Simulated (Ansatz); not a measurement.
InSe, DFT, PBE, PAW with Ansatz's default frozen-core files, scalar-relativistic (Ansatz 0.2.0), run on 1 thread of Intel(R) Xeon(R) Platinum 8488C (Sapphire Rapids) on a shared host.

The cell comes from COD entry 1540841, which wasn't checked; take it as a given geometry. The listed cell was then made from it by scaling, straining or moving an atom.

Command: `ansatz run input.yaml --threads 1 --pin off --max-ram 4096MiB --backend cpu --events-out ev --progress --plain --runs-dir out`

```yaml
crystal:
  lattice:
    - [5.8473526766, -1.9963209732, 0.0381290268]
    - [5.8884526766, 2.1136790268, 0.0792290268]
    - [-1.5561791321, 0.0272424071, 4.3076622494]
  atoms:
    - { symbol: In, position: [0.884, 0.884, 0.005] }
    - { symbol: In, position: [0.116, 0.116, 0.995] }
    - { symbol: Se, position: [0.66, 0.66, 0.642] }
    - { symbol: Se, position: [0.34, 0.34, 0.358] }
kpoints:
  mp_grid: { grid: [7, 7, 6] }
scf:
  occupations: { method: fermi_dirac, width: 0.02 }
hamiltonian:
  xc: pbe
  pseudopotentials: { kind: paw }
output:
  forces: true
  stress: true
  eigenvalues: true
  efg: { contact_densities: true }
  write_density: true
  write_potential: true
  elf: true
  volumetric_format: npy
```

(1) How large is the problem that the program sets up?

(2) Estimate the wall time and the peak memory.

(3) And the same cell and mesh by all-electron PAW (datasets made for this crystal), asked for forces, stress, eigenvalues, efg, on the same hardware?

Answers

(1) 148 irreducible k-points, 2041 plane waves at Γ, 35 bands.

(2) 30 s of wall time for 7 SCF iterations, with a peak of 0.73 GiB. Times on shared machines scatter by tens of per cent.

(3) 36 s, peak memory 1 GiB.
